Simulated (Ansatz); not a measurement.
# Se: the cost of one run

Program: Ansatz 0.2.0. Level of theory: DFT LDA, scalar-relativistic. These are calculated values, not measurements.

### Step 1. The system as given

It takes space group P3_121 (No. 152, trigonal). Conventional cell: a = 4.366 Å, b = 4.366 Å, c = 4.954 Å, α = 90.00°, β = 90.00°, γ = 120.00°. Se (site symmetry 2) has 2 Se at 2.37 Å in its first shell of neighbours.

As a file:

```cif
data_structure
_symmetry_space_group_name_H-M 'P3_121'
_symmetry_Int_Tables_number 152
_cell_length_a 4.3662
_cell_length_b 4.3662
_cell_length_c 4.9536
_cell_angle_alpha 90.000
_cell_angle_beta 90.000
_cell_angle_gamma 120.000
_cell_volume 81.78
loop_
_atom_site_label
_atom_site_type_symbol
_atom_site_symmetry_multiplicity
_atom_site_Wyckoff_symbol
_atom_site_fract_x
_atom_site_fract_y
_atom_site_fract_z
_atom_site_occupancy
Se1 Se 3 a 0.22540 0.00000 0.33333 1
```

The file gives the conventional cell by its symmetry; the runs use the cell typed in the input.

Atoms are numbered in the order of the input: Se1, Se2, Se3.

### Step 2. The deformed structure

Space group P3_121 before, P1 after.

### Step 3. LAPW, all electrons

The input, input.yaml:

```yaml
crystal:
  lattice:
    - [4.3661999489, -0.0218309997, -0.0218309997]
    - [-2.2020061749, 3.7921555737, -0.0079907005]
    - [-0.024768, -0.024768, 4.9536]
  atoms:
    - { symbol: Se, position: [0.2254, 0.0, 0.3333333333] }
    - { symbol: Se, position: [0.0, 0.2254, 0.6666666667] }
    - { symbol: Se, position: [0.7746, 0.7746, 0.0] }
kpoints:
  mp_grid: { grid: [6, 6, 5] }
  band_path:
    path:
      - [0.0, 0.0, 0.0]
      - [0.0, 0.0, 0.5]
      - [-0.5, 0.5, 0.0]
      - [0.0, 0.0, 0.0]
      - [0.0, -0.5, 0.0]
      - [-0.5, 0.0, 0.5]
      - [0.0, 0.0, 0.0]
      - [-0.5, 0.0, 0.0]
      - [0.0, -0.5, 0.5]
    npoints: 5
scf:
  occupations: { method: fermi_dirac, width: 0.03 }
hamiltonian:
  xc: lda
  pseudopotentials: { kind: all_electron, lapw: { basis_error: 0.0005 } }
output:
  forces: true
  stress: true
  eigenvalues: true
```

Started as:

```bash
$ ansatz run input.yaml --threads 1 --pin off --max-ram 4096MiB --backend cpu --events-out ev --progress --plain --runs-dir out
```

Q: Estimate wall time and peak memory on 1 thread of Arm Neoverse V1, shared host.

About 3.6 min, with a peak of 0.69 GiB.
